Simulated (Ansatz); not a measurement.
# GaP (F-43m) in Ansatz: a series of runs

The runs below take GaP through single point, equation of state, with BPBE.

Everything below comes from runs of Ansatz 0.2.0. Logs are shortened: lines on timing, memory, paths and dates and some standing lists are left out, and cuts for length are marked.

**Measured values to compare with.**

“Phosphorous dimerization in GaP at high pressure”, 2017, arxiv:1709.06667 reports, for a bulk crystal of GaP: bulk modulus 87.5 ± 0.6 GPa.

How close the calculation comes is told below.

**1. The crystal as given**

Symmetry: F-43m, No. 216, cubic system. The conventional cell has a = 5.451 Å, b = 5.451 Å, c = 5.451 Å, α = 90.00°, β = 90.00°, γ = 90.00°. Ga (site symmetry -43m) is surrounded by 4 P at 2.36 Å. Around P (site symmetry -43m) lie 4 Ga at 2.36 Å.

**2. Single point, BPBE, 19.03 Å³/atom (volume scaled by 0.94)**

The input, input.yaml:

```yaml
crystal:
  lattice:
    - [0.0, 2.6696170428, 2.6696170428]
    - [2.6696170428, 0.0, 2.6696170428]
    - [2.6696170428, 2.6696170428, 0.0]
  atoms:
    - { symbol: Ga, position: [0.0, 0.0, 0.0] }
    - { symbol: P, position: [0.75, 0.75, 0.75] }
hamiltonian:
  xc: { exchange: b88, correlation: pbe }
  pseudopotentials: { kind: paw }
kpoints:
  mp_grid: { grid: [8, 8, 8] }
scf:
  occupations: { method: fermi_dirac, width: 0.05 }
output:
  forces: true
  stress: true
  eigenvalues: true
```

Potentials or basis: Ansatz PAW.

Started as:

```sh
$ ansatz run input.yaml --threads 2 --pin off --max-ram 5120MiB --backend cpu --events-out ev --progress --plain --runs-dir out
```

Standard output:

```text
Warning: RAYON_NUM_THREADS=2 ignored (pool sized by the plan → 2); use --threads N
Engine: ansatz 0.2.0, aarch64-unknown-linux-gnu
Pseudopotentials: kind: paw
Pseudopotential: Ga, paw, valence charge 13, recommended cutoff 420 eV (normal), Ga.paw.azcp
Pseudopotential: P, paw, valence charge 5, recommended cutoff 420 eV (normal), P.paw.azcp
Functional definition: unnamed
  exchange = b88_x
  correlation = pbe_c
Crystal: 2 atoms, lattice volume = 38.052 Å³
Basis set: ecut = 420 eV, 725 PW (Γ), exchange–correlation on 54×54×54 points (8 copies of the dense FFT grid, shifted against one another)
Bands: 13, of which v1, the nominal top of the filled ones, is band 9 counted from 1 (8 counted from 0)
Symmetry: 24 space group operations
Space group: F-43m (ITA 216), of the structure as read, at distance tolerance 3.4e-5 Å
k-points: 29 of 512 (time reversal used)
Non-local potential: Ga, projectors of the file, l = 0: 2, l = 1: 2, l = 2: 3, l = 3: 1
Non-local potential: P, projectors of the file, l = 0: 2, l = 1: 2, l = 2: 2
PAW form: soft (Blöchl's): semilocal exchange-correlation on the pseudo side does not see the compensation charge
PAW frozen core: Ga, regenerated for the run's functional, and the local potential with it (the file was generated under x = pbe(κ = 0.804, μ = 0.2195149727645171), c = pbe(β = 0.06672455060314922))
PAW frozen core: P, regenerated for the run's functional, and the local potential with it (the file was generated under x = pbe(κ = 0.804, μ = 0.2195149727645171), c = pbe(β = 0.06672455060314922))
PAW one-centre angular grid: Ga, 590 points (default); XC on 64 Gauss nodes
PAW one-centre angular grid: P, 110 points (default); XC on 64 Gauss nodes
Initial density: superposition of atomic densities (neutral atoms: chi_scale 0, normalization atom), corrected by the library's trained network
Initial wavefunctions: pseudopotential atomic-orbital guess
Functional: x = b88, c = pbe(β = 0.06672455060314922)
SCF iter   1: F=—  HF=-4552.223215 eV  |F-HF|=—  |Δ(HF+E_count)|=         —  Δρ=2.11e-3  dr2=1.87e-3  ethr=1.77e-3  ⟨swp⟩=6.1  Hψ=2496  notcnv=0
preconditioner: auto → none  [insulator: Δε(μ)=1.506 eV  Ē_g=15.835 eV  σ=0.050 eV  W_gap=1.00  n_scr=14 (ndim 8)  ℏωp=25.5 eV  f_vac=0.006  D(μ)=0.00/eV (n_scr^D=0)  ε∞_Penn≈3.6]
SCF iter   2: F=—  HF=-4552.222217 eV  |F-HF|=—  |Δ(HF+E_count)|=   9.98e-4  Δρ=2.02e-3  dr2=8.76e-4  ethr=1.04e-5  ⟨swp⟩=2.3  Hψ=982  notcnv=0
SCF iter   3: F=—  HF=-4552.221733 eV  |F-HF|=—  |Δ(HF+E_count)|=   4.84e-4  Δρ=7.92e-4  dr2=1.10e-4  ethr=4.87e-6  ⟨swp⟩=2.3  Hψ=621  notcnv=0
SCF iter   4: F=—  HF=-4552.221787 eV  |F-HF|=—  |Δ(HF+E_count)|=   5.45e-5  Δρ=4.36e-4  dr2=3.68e-5  ethr=6.10e-7  ⟨swp⟩=2.0  Hψ=638  notcnv=0
SCF iter   5: F=—  HF=-4552.221768 eV  |F-HF|=—  |Δ(HF+E_count)|=   1.91e-5  Δρ=1.53e-4  dr2=5.35e-6  ethr=2.04e-7  ⟨swp⟩=2.1  Hψ=536  notcnv=0
SCF iter   6: F=—  HF=-4552.221766 eV  |F-HF|=—  |Δ(HF+E_count)|=   1.81e-6  Δρ=8.43e-5  dr2=1.29e-6  ethr=2.97e-8  ⟨swp⟩=2.8  Hψ=630  notcnv=0
SCF iter   7: F=-4552.221766 eV  HF=-4552.221766 eV  |F-HF|=3.14e-8  |Δ(HF+E_count)|=   5.65e-7  Δρ=1.26e-5  dr2=2.78e-8  ethr=5.56e-10  ⟨swp⟩=5.1  Hψ=2104  notcnv=0
SCF 1 converged in 7 iterations: F = -4552.221766 eV  dr2 = 2.78e-8
SCF converged after 7 iterations
Free energy (F): -4552.221766 eV
Harris-Foulkes:  -4552.221766 eV  (|F-HF|=3.14e-8)
Internal energy: -4552.221766 eV  (E = F + TS)
E sigma→0 (E₀):  -4552.221766 eV
Fermi energy:    8.592926 eV
--- Per-component energies (eV) ---
  E_band       = -47.611160
  E_kinetic    = 188.405028
  E_local      = -2159.220662  (includes V_loc(G=0)·N_el)
  E_nonlocal   = 459.002569
  E_hartree    = 1002.028443
  E_xc         = -132.345787
  E_vxc        = -120.727561  (∫ρ·V_xc dr)
  E_paw        = -2569.992122  (= ΣΔE_a)
  E_vpaw       = -419.117553  (= ΣTr[D̂ρ^β])
  E_aug_tail   = -0.000121  (compensation charges beyond the density's cutoff)
  E_ewald      = -1339.999549
  E_core_change = -0.099565  (= ΣΔE_core)
  E_smearing   = -0.000000  (= −TS)
  E_closure    = -0.000000  (closes the sum)
  Σ components = -4552.221766   (vs F -4552.221766, Δ=0.00e0)
--- Forces (eV/Å), atoms counted from 1 ---
  atom   1  Ga    -0.00000000    -0.00000000     0.00000000
  atom   2  P      0.00000000    -0.00000000    -0.00000000
  max |Σ_I F_I| component: 9.25e-17 eV/Å
--- Stress (GPa, compression-positive) ---
        8.607111       0.000000      -0.000000
       -0.000000       8.607111       0.000000
       -0.000000       0.000000       8.607111
  P = ⅓ Tr σ = 8.6071 GPa (86.071 kbar)
--- Band table (eV; the first three rows and the last of 29) ---
  k-point 0: bands = ["-6.8317", "-6.8317", "-6.8317", "-6.7113", "-6.7113", "-5.1178", "7.8576", "7.8576", "7.8576", "10.1847", "11.7185", "11.7185", "11.7185"]
  k-point 1: bands = ["-6.8504", "-6.8259", "-6.8259", "-6.7114", "-6.7114", "-4.8977", "6.2077", "7.6040", "7.6040", "10.6265", "12.0963", "12.0963", "12.4770"]
  k-point 2: bands = ["-6.8895", "-6.8137", "-6.8137", "-6.7099", "-6.7099", "-4.2751", "3.8321", "7.1341", "7.1341", "10.2156", "12.6210", "12.6210", "14.5196"]
  k-point 28: bands = ["-6.9530", "-6.7845", "-6.7596", "-6.7305", "-6.7010", "-1.7398", "1.0270", "3.9808", "4.1270", "12.5644", "12.9812", "13.9800", "14.1290"]
```

Wall time 0.96 s (2 threads of Arm Neoverse V2, shared host); peak memory 0.29 GiB.

Results:

```
Free energy            : -4552.2218 eV
Pressure               : 8.6 GPa
Band gap on the k mesh : 1.51 eV, indirect (least direct gap 2.33 eV)
```

Caveat: the PAW data sets come from PBE, with cores solved anew for the run's functional, which leaves a small shift of forces and pressure.

**3. Single point, BPBE, 19.43 Å³/atom (volume scaled by 0.96)**

Changes to input.yaml since step 2:

```diff
@@ -2,5 +2,5 @@
   lattice:
-    - [0.0, 2.6696170428, 2.6696170428]
-    - [2.6696170428, 0.0, 2.6696170428]
-    - [2.6696170428, 2.6696170428, 0.0]
+    - [0.0, 2.6884177822, 2.6884177822]
+    - [2.6884177822, 0.0, 2.6884177822]
+    - [2.6884177822, 2.6884177822, 0.0]
   atoms:
```

Potentials or basis: Ansatz PAW.

Started as:

```sh
$ ansatz run input.yaml --threads 2 --pin off --max-ram 5120MiB --backend cpu --events-out ev --progress --plain --runs-dir out
```

It took 0.97 s on 2 threads of Arm Neoverse V2, shared host; peak memory 0.29 GiB.

Results (log left out):

```
Free energy            : -4552.2594 eV
Pressure               : 6.3 GPa
Band gap on the k mesh : 1.56 eV, indirect (least direct gap 2.15 eV)
```

Caveat: the PAW data sets come from PBE, with cores solved anew for the run's functional, which leaves a small shift of forces and pressure.

**4. Single point, BPBE, 19.84 Å³/atom (volume scaled by 0.98)**

Changes to input.yaml since step 3:

```diff
@@ -2,5 +2,5 @@
   lattice:
-    - [0.0, 2.6884177822, 2.6884177822]
-    - [2.6884177822, 0.0, 2.6884177822]
-    - [2.6884177822, 2.6884177822, 0.0]
+    - [0.0, 2.7069591804, 2.7069591804]
+    - [2.7069591804, 0.0, 2.7069591804]
+    - [2.7069591804, 2.7069591804, 0.0]
   atoms:
@@ -19 +19,5 @@
   eigenvalues: true
+  write_density: true
+  write_potential: true
+  elf: true
+  volumetric_format: npy
```

Started as:

```sh
$ ansatz run input.yaml --threads 2 --pin off --max-ram 5120MiB --backend cpu --events-out ev --progress --plain --runs-dir out
```

It took 1.3 s on 2 threads of Arm Neoverse V2, shared host; peak memory 0.3 GiB.

The run converged. Its results:

| Property | Result |
| --- | --- |
| Free energy | -4552.2860 eV |
| Pressure | 4.3 GPa |
| Band gap on the k mesh | 1.61 eV, indirect (least direct gap 1.98 eV) |

Caveat: the PAW data sets come from PBE, with cores solved anew for the run's functional, which leaves a small shift of forces and pressure.

**5. Single point, BPBE, 20.24 Å³/atom**

Changes to input.yaml since step 4:

```diff
@@ -2,5 +2,5 @@
   lattice:
-    - [0.0, 2.7069591804, 2.7069591804]
-    - [2.7069591804, 0.0, 2.7069591804]
-    - [2.7069591804, 2.7069591804, 0.0]
+    - [0.0, 2.72525, 2.72525]
+    - [2.72525, 0.0, 2.72525]
+    - [2.72525, 2.72525, 0.0]
   atoms:
```

Started as:

```sh
$ ansatz run input.yaml --threads 2 --pin off --max-ram 5120MiB --backend cpu --events-out ev --progress --plain --runs-dir out
```

It took 1.3 s on 2 threads of Arm Neoverse V2, shared host; peak memory 0.3 GiB.

It converged, with:

| Quantity | Value |
| --- | --- |
| Free energy | -4552.3028 eV |
| Pressure | 2.4 GPa |
| Band gap on the k mesh | 1.64 eV, indirect (least direct gap 1.81 eV) |

Caveat: the PAW data sets come from PBE, with cores solved anew for the run's functional, which leaves a small shift of forces and pressure.

**6. Single point, BPBE, 20.65 Å³/atom (volume scaled by 1.02)**

Changes to input.yaml since step 5:

```diff
@@ -2,5 +2,5 @@
   lattice:
-    - [0.0, 2.72525, 2.72525]
-    - [2.72525, 0.0, 2.72525]
-    - [2.72525, 2.72525, 0.0]
+    - [0.0, 2.7432985392, 2.7432985392]
+    - [2.7432985392, 0.0, 2.7432985392]
+    - [2.7432985392, 2.7432985392, 0.0]
   atoms:
@@ -19,5 +19 @@
   eigenvalues: true
-  write_density: true
-  write_potential: true
-  elf: true
-  volumetric_format: npy
```

Potentials or basis: Ansatz PAW.

Started as:

```sh
$ ansatz run input.yaml --threads 2 --pin off --max-ram 5120MiB --backend cpu --events-out ev --progress --plain --runs-dir out
```

Run time: 0.97 s. Hardware: 2 threads of Arm Neoverse V2, shared host; peak memory 0.29 GiB.

Results (log left out):

- Free energy: -4552.3106 eV
- Pressure: 0.7 GPa
- Band gap on the k mesh: 1.60 eV, indirect (least direct gap 1.65 eV)

Caveat: the PAW data sets come from PBE, with cores solved anew for the run's functional, which leaves a small shift of forces and pressure.

**7. Single point, BPBE, 21.05 Å³/atom (volume scaled by 1.04)**

Changes to input.yaml since step 6:

```diff
@@ -2,5 +2,5 @@
   lattice:
-    - [0.0, 2.7432985392, 2.7432985392]
-    - [2.7432985392, 0.0, 2.7432985392]
-    - [2.7432985392, 2.7432985392, 0.0]
+    - [0.0, 2.7611126653, 2.7611126653]
+    - [2.7611126653, 0.0, 2.7611126653]
+    - [2.7611126653, 2.7611126653, 0.0]
   atoms:
```

Started as:

```sh
$ ansatz run input.yaml --threads 2 --pin off --max-ram 5120MiB --backend cpu --events-out ev --progress --plain --runs-dir out
```

Wall time 0.97 s (2 threads of Arm Neoverse V2, shared host); peak memory 0.29 GiB.

It converged, with:

* Free energy: -4552.3106 eV
* Pressure: -0.7 GPa
* Band gap on the k mesh: 1.49 eV, direct

Caveat: the PAW data sets come from PBE, with cores solved anew for the run's functional, which leaves a small shift of forces and pressure.

**8. Single point, BPBE, 21.45 Å³/atom (volume scaled by 1.06)**

Changes to input.yaml since step 7:

```diff
@@ -2,5 +2,5 @@
   lattice:
-    - [0.0, 2.7611126653, 2.7611126653]
-    - [2.7611126653, 0.0, 2.7611126653]
-    - [2.7611126653, 2.7611126653, 0.0]
+    - [0.0, 2.7786998443, 2.7786998443]
+    - [2.7786998443, 0.0, 2.7786998443]
+    - [2.7786998443, 2.7786998443, 0.0]
   atoms:
```

Started as:

```sh
$ ansatz run input.yaml --threads 2 --pin off --max-ram 5120MiB --backend cpu --events-out ev --progress --plain --runs-dir out
```

Run time: 0.99 s. Hardware: 2 threads of Arm Neoverse V2, shared host; peak memory 0.29 GiB.

The run converged. Its results:

```
Free energy            : -4552.3034 eV
Pressure               : -2.1 GPa
Band gap on the k mesh : 1.33 eV, direct
```

Caveat: the PAW data sets come from PBE, with cores solved anew for the run's functional, which leaves a small shift of forces and pressure.

**9. Equation of state, BPBE**

Potentials or basis: Ansatz PAW.

This step only gathers the single runs of the series.

What came out:

```yaml
Equilibrium_volume: 20.84 Å³/atom
Bulk_modulus: 77 GPa
Pressure_derivative_of_the_bulk_modulus: 4.5
```

Energy against volume, from the lowest point:
```tsv
volume (Å³/atom)	energy (meV/atom)
19.026	44.44
19.431	25.64
19.836	12.33
20.240	3.94
20.645	0.00
21.050	0.03
21.455	3.64
```

Caveat: the potentials were made for another functional, which shifts forces and pressure.

**10. Comparison with measurements**

Step 9. Against the measured bulk modulus of GaP, 87.5 GPa (“Phosphorous dimerization in GaP at high pressure”, 2017, arxiv:1709.06667), the calculated 77 GPa is off by -12.1 %. The fit is for a static lattice scaled at fixed shape and fixed fractional positions.
